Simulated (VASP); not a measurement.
# Dy (Im-3m) in VASP: a series of runs

The runs below take Dy through single point, with PBE.

Everything below comes from runs of VASP 6.6.1. Logs are shortened: lines on timing, memory, paths and dates and some standing lists are left out, and cuts for length are marked.

### 1 The crystal as given

Symmetry: Im-3m, No. 229, cubic system. The conventional cell has a = 4.001 Å, b = 4.001 Å, c = 4.001 Å, α = 90.00°, β = 90.00°, γ = 90.00°. Around Dy (site symmetry m-3m) lie 8 Dy at 3.46 Å.

This isn't the form of Dy at room conditions, which is hcp.

### 2 Single point, PBE, collinear spin, ferromagnetic start

The input, INCAR:

```
SYSTEM = Dy
  ADDGRID = .False.
  ALGO = Normal
  EDIFF = 1E-6
  ENCUT = 500
  GGA = PE
  ISIF = 2
  ISMEAR = 0
  ISPIN = 2
  LASPH = .True.
  LCHARG = .False.
  LMAXMIX = 6
  LORBIT = 11
  LREAL = .False.
  LWAVE = .False.
  MAGMOM = 5
  NELM = 100
  PREC = Accurate
  SIGMA = 0.1
```

The input, KPOINTS:

```
k-points
0
Gamma
  12 12 12
  0 0 0
```

The input, POSCAR:

```
Dy
1.0
   -2.0003821482      2.0003821482      2.0003821482
    2.0003821482     -2.0003821482      2.0003821482
    2.0003821482      2.0003821482     -2.0003821482
Dy
1
Direct
    0.0000000000      0.0000000000      0.0000000000
```

Potentials or basis: VASP PAW PBE potentials, release 64 (Dy).

Launch:

```
$ cat potpaw_PBE.64/Dy/POTCAR > POTCAR
$ mpirun -np 1 vasp_std > vasp.out
```

OUTCAR:

```text
SYSTEM = Dy
   EDIFF = 1E-6
   ENCUT = 500
   GGA = PE
   ISIF = 2
   ISMEAR = 0
   ISPIN = 2
   LASPH = .True.
   LORBIT = 11
   LREAL = .False.
   NELM = 100
   PREC = Accurate

 Found     72 irreducible k-points:

 Following reciprocal coordinates:
            Coordinates               Weight
  0.000000  0.000000  0.000000      1.000000
  0.083333  0.000000  0.000000     12.000000
  0.166667  0.000000  0.000000     12.000000
  0.250000  0.000000  0.000000     12.000000
  0.333333  0.000000  0.000000     12.000000
  0.416667  0.000000  0.000000     12.000000
   k-points           NKPTS =     72   k-points in BZ     NKDIM =     72   number of bands    NBANDS=     17
   number of dos      NEDOS =    301   number of ions     NIONS =      1
   total plane-waves  NPLWV =  21952
   dimension x,y,z NGX =    28 NGY =   28 NGZ =   28
   dimension x,y,z NGXF=    56 NGYF=   56 NGZF=   56
   ions per type =               1
   NGX,Y,Z   is equivalent  to a cutoff of  13.43, 13.43, 13.43 a.u.
   NGXF,Y,Z  is equivalent  to a cutoff of  26.87, 26.87, 26.87 a.u.
 SYSTEM =  Dy
   PREC   = accura    normal or accurate (medium, high low for compatibility)
   ISTART =      0    job   : 0-new  1-cont  2-samecut
   ICHARG =      2    charge: 1-file 2-atom 10-const
   ISPIN  =      2    spin polarized calculation?
   LNONCOLLINEAR =      F non collinear calculations
   LSORBIT =      F    spin-orbit coupling
   LASPH  =      T    aspherical Exc in radial PAW
   ENCUT  =  500.0 eV  36.75 Ry    6.06 a.u.   6.32  6.32  6.32*2*pi/ulx,y,z
   NELM   =    100;   NELMIN=  2; NELMDL= -5     # of ELM steps
   EDIFF  = 0.1E-05   stopping-criterion for ELM
   LREAL  =      F    real-space projection
   EDIFFG = 0.1E-04   stopping-criterion for IOM
   NSW    =      0    number of steps for IOM
   IBRION =     -1    ionic relax: 0-MD 1-quasi-New 2-CG
   NFREE  =      0    steps in history (QN), initial steepest desc. (CG)
   ISIF   =      2    stress and relaxation
   ISYM   =      2    0-nonsym 1-usesym 2-fastsym
   POTIM  = 0.5000    time-step for ionic-motion
   TEBEG  =    0.0;   TEEND  =   0.0 temperature during run
   PSTRESS=    0.0 pullay stress
   NELECT =      20.0000    total number of electrons
   NUPDOWN=      -1.0000    fix difference up-down
   EMIN   =  10.00;   EMAX   =-10.00  energy-range for DOS
   EFERMI =   0.00;   METHOD = LEGACY
   ISMEAR =     0;   SIGMA  =   0.10  broadening in eV -4-tet -1-fermi 0-gaus
   EFERMI_NEDOS =   21; number of points for ismear=-14 and -15
   IALGO  =     38    algorithm
   IMIX   =      4    mixing-type and parameters
     AMIX     =   0.40;   BMIX     =  1.00
     AMIX_MAG =   1.60;   BMIX_MAG =  1.00
  volume/ion in A,a.u.               =      32.02       216.07
  Fermi-wavevector in a.u.,A,eV,Ry     =   1.399432  2.644543 26.645792  1.958410
  Thomas-Fermi vector in A             =   2.522492
   LORBIT       =     11    0 simple, 1 ext, 2 COOP (PROOUT), +10 PAW based schemes
   GGA     = PE    functional components
   LHFCALC =     F    Hartree Fock is set to
   AEXX    =    0.0000 exact exchange contribution
   IVDW    =     0    specifies the selected vdW correction
   LEPSILON=     F    determine dielectric tensor
   LRPA    =     F    only Hartree local field effects (RPA)
 spin polarized calculation
 Gauss-broadening in eV      SIGMA  =   0.10
  energy-cutoff  :      500.00
  volume of cell :       32.02
 maximum number of plane-waves:       856
 NGX is ok and might be reduce to    28
   NGX = 13   NGY = 13   NGZ = 13

 number of electron      20.0000005 magnetization       4.4615658

 Free energy of the ion-electron system (eV)
  ---------------------------------------------------
  ext. energy  EPLUGINS =         0.00000000
  ---------------------------------------------------
  free energy    TOTEN  =        -7.92960840 eV

  energy without entropy =       -7.90447504  energy(sigma->0) =       -7.91704172

 E-fermi :   2.8515     XC(G=0): -10.0658

 val. band max:        2.8497383064   @ k =  -0.4167   0.4167   0.4167
 cond. band min:       2.8517742993   @ k =  -0.4167   0.5000   0.3333
 fundamental gap:      0.0020359929
 Fermi energy:         2.8514882531

 spin component 1

 k-point     1 :       0.0000    0.0000    0.0000
  band No.  band energies     occupation
      1     -44.1667      1.00000
      2     -19.7031      1.00000
      3     -19.7031      1.00000
      4     -19.7031      1.00000
      5      -2.2492      1.00000
      6      -0.4348      1.00000
[... 9 lines left out ...]
     16       6.9940      0.00000
     17       6.9940      0.00000
[... 81 lines left out ...]
 k-point     6 :       0.4167    0.0000    0.0000
  band No.  band energies     occupation
      1     -44.1123      1.00000
      2     -20.3343      1.00000
      3     -19.9058      1.00000
      4     -19.7076      1.00000
      5      -0.5141      1.00000
      6      -0.4820      1.00000
[... 9 lines left out ...]
     16       7.6452      0.00000
     17       9.2656      0.00000

 [... further k-points ...]

 spin component 2

 k-point     1 :       0.0000    0.0000    0.0000
  band No.  band energies     occupation
      1     -42.1606      1.00000
      2     -18.2497      1.00000
      3     -18.2497      1.00000
      4     -18.2497      1.00000
      5      -2.1391      1.00000
      6       2.5873      0.99991
[... 9 lines left out ...]
     16       7.5616      0.00000
     17       7.5616      0.00000
[... 81 lines left out ...]
 k-point     6 :       0.4167    0.0000    0.0000
  band No.  band energies     occupation
      1     -42.0960      1.00000
      2     -18.9860      1.00000
      3     -18.4817      1.00000
      4     -18.2556      1.00000
      5       0.7754      1.00000
      6       2.6524      0.99756
[... 9 lines left out ...]
     16       8.2709      0.00000
     17       9.9046      0.00000

 [... further k-points ...]

------------------------ aborting loop because EDIFF is reached ----------------------------------------

  FORCE on cell =-STRESS in cart. coord.  units (eV):
  Direction    XX          YY          ZZ          XY          YZ          ZX
  --------------------------------------------------------------------------------------
  -------------------------------------------------------------------------------------
  Total        0.3154221      0.3154221      0.3154221      0.0000000      0.0000000     -0.0000000
  in kB       15.7835171     15.7835171     15.7835171      0.0000000      0.0000000     -0.0000000
  external PRESSURE =      15.7835171 kB  Pullay stress =       0.0000000 kB

 VOLUME and BASIS-vectors are now :
 -----------------------------------------------------------------------------
  energy-cutoff  :      500.00
  volume of cell :       32.02
      direct lattice vectors                 reciprocal lattice vectors
    -2.000382148  2.000382148  2.000382148     0.000000000  0.249952241  0.249952241
     2.000382148 -2.000382148  2.000382148     0.249952241  0.000000000  0.249952241
     2.000382148  2.000382148 -2.000382148     0.249952241  0.249952241  0.000000000

 POSITION                                       TOTAL-FORCE (eV/Angst)
 -----------------------------------------------------------------------------------
      0.00000      0.00000      0.00000        -0.000000     -0.000000     -0.000000
 -----------------------------------------------------------------------------------
    total drift:                               -0.000000     -0.000000     -0.000000

  FREE ENERGIE OF THE ION-ELECTRON SYSTEM (eV)
  ---------------------------------------------------
  free  energy   TOTEN  =        -7.9296083970 eV

  energy  without entropy=       -7.9044750431  energy(sigma->0) =       -7.91704172

 total charge

# of ion       s       p       d       f       tot
--------------------------------------------------
    1        2.164   5.816   0.475   9.339  17.793

 magnetization (x)

# of ion       s       p       d       f       tot
--------------------------------------------------
    1        0.008  -0.065   0.005   4.490   4.438
```

OSZICAR:

```text
N       E                     dE             d eps       ncg     rms          rms(c)
DAV:   1     0.935774792889E+02    0.93577E+02   -0.69796E+03  6104   0.599E+03
DAV:   2     0.497638833340E+01   -0.88601E+02   -0.82276E+02  6349   0.345E+02
DAV:   3    -0.559824091439E+01   -0.10575E+02   -0.10049E+02  7314   0.953E+01
DAV:   4    -0.688066798607E+01   -0.12824E+01   -0.12554E+01  9494   0.258E+01
[... 21 lines left out ...]
DAV:  26    -0.792961185882E+01   -0.28603E-05   -0.93345E-06  6355   0.115E-01    0.156E-01
DAV:  27    -0.792961072272E+01    0.11361E-05   -0.68199E-06  6201   0.775E-02    0.113E-01
DAV:  28    -0.792960546110E+01    0.52616E-05   -0.43541E-06  5142   0.593E-02    0.116E-01
DAV:  29    -0.792960754587E+01   -0.20848E-05   -0.25823E-06  4610   0.519E-02    0.463E-02
DAV:  30    -0.792960839702E+01   -0.85115E-06   -0.66865E-07  2962   0.179E-02
   1 F= -.79296084E+01 E0= -.79170417E+01  d E =-.251334E-01  mag=     4.4615
```

stdout:

```text
POSCAR found type information on POSCAR Dy
 POSCAR found :  1 types and       1 ions
 scaLAPACK will be used
 LDA part: xc-table for (Slater+PW92), standard interpolation
 POSCAR, INCAR and KPOINTS ok, starting setup
 FFT: planning ... GRIDC
 FFT: planning ... GRID_SOFT
 FFT: planning ... GRID
 WAVECAR not read
 entering main loop
```

Wall time 2.2 min (1 thread of Intel Xeon Platinum 8488C (Sapphire Rapids), shared host); peak memory 0.23 GiB.

These settings aren't checked as converged: the numbers below hold their error.

What came out:

```yaml
Free_energy: -7.9296 eV
Pressure: 1.6 GPa
Band_gap_on_the_k_mesh: none (metal or under the smearing width)
Net_moment: 4.46 μB per cell
Site_moments: Dy +4.44 μB
Valence_electrons_inside_the_program's_atomic_spheres: Dy 17.79
```

Caveat: the magnetic or orbital state may not be the lowest; spin-orbit coupling is left out, which moves the levels of the heavy elements.

### 3 Single point, PBE, collinear spin, ferromagnetic start

INCAR, as its differences from that of step 2:

```diff
@@ -4,3 +4,3 @@
   EDIFF = 1E-6
-  ENCUT = 500
+  ENCUT = 400
   GGA = PE
@@ -18,2 +18,2 @@
   PREC = Accurate
-  SIGMA = 0.1
+  SIGMA = 0.2
```

The input, KPOINTS:

```
k-points
0
Gamma
  14 14 14
  0 0 0
```

POSCAR is that of step 2.

Potentials or basis: VASP PAW PBE potentials, release 64 (Dy).

Launch:

```
$ cat potpaw_PBE.64/Dy/POTCAR > POTCAR
$ mpirun -np 1 vasp_std > vasp.out
```

Run time: 89 s. Hardware: 1 thread of Intel Xeon Platinum 8488C (Sapphire Rapids), shared host; peak memory 0.2 GiB.

The run converged, but some of its settings lie outside the range that counts as converged, so its numbers aren't taken as properties of the crystal.

Results:

```yaml
Free_energy: -7.9470 eV
Pressure: 1.0 GPa
Band_gap_on_the_k_mesh: none (metal or under the smearing width)
Net_moment: 4.57 μB per cell
Site_moments: Dy +4.49 μB
Valence_electrons_inside_the_program's_atomic_spheres: Dy 17.78
```

Caveat: the cutoff is under 1.25 times the usual one of these potentials, so pressure, stress and relaxed cells hold a basis-set (Pulay) error; the magnetic or orbital state may not be the lowest; spin-orbit coupling is left out, which moves the levels of the heavy elements.

### 4 Single point, PBE, collinear spin, ferromagnetic start

INCAR, as its differences from that of step 3:

```diff
@@ -18,2 +18,2 @@
   PREC = Accurate
-  SIGMA = 0.2
+  SIGMA = 0.4
```

KPOINTS is that of step 3.

POSCAR is that of step 3.

Launch:

```
$ cat potpaw_PBE.64/Dy/POTCAR > POTCAR
$ mpirun -np 1 vasp_std > vasp.out
```

Run time: 78 s. Hardware: 1 thread of Intel Xeon Platinum 8488C (Sapphire Rapids), shared host; peak memory 0.2 GiB.

These settings aren't checked as converged: the numbers below hold their error.

What came out:

```yaml
Free_energy: -8.0659 eV
Pressure: 0.9 GPa
Band_gap_on_the_k_mesh: none (metal or under the smearing width)
Net_moment: 4.72 μB per cell
Site_moments: Dy +4.57 μB
Valence_electrons_inside_the_program's_atomic_spheres: Dy 17.77
```

Caveat: the cutoff is under 1.25 times the usual one of these potentials, so pressure, stress and relaxed cells hold a basis-set (Pulay) error; the magnetic or orbital state may not be the lowest; spin-orbit coupling is left out, which moves the levels of the heavy elements.

### 5 For comparison

An earlier run on the cell as given: functional PBE; potentials or basis VASP PAW PBE potentials, release 64 (Dy); cutoff 520 eV; k mesh 9 × 9 × 9; occupations fermi-dirac, width 0.05 eV; collinear spin, ferromagnetic start; starting moments [5.0] μB.

* Pressure: 1.6 GPa
* Band gap on the k mesh: none (metal or under the smearing width)
* Net moment: 4.47 μB per cell
* Site moments: Dy +4.44 μB
* Valence electrons inside the program's atomic spheres: Dy 17.79
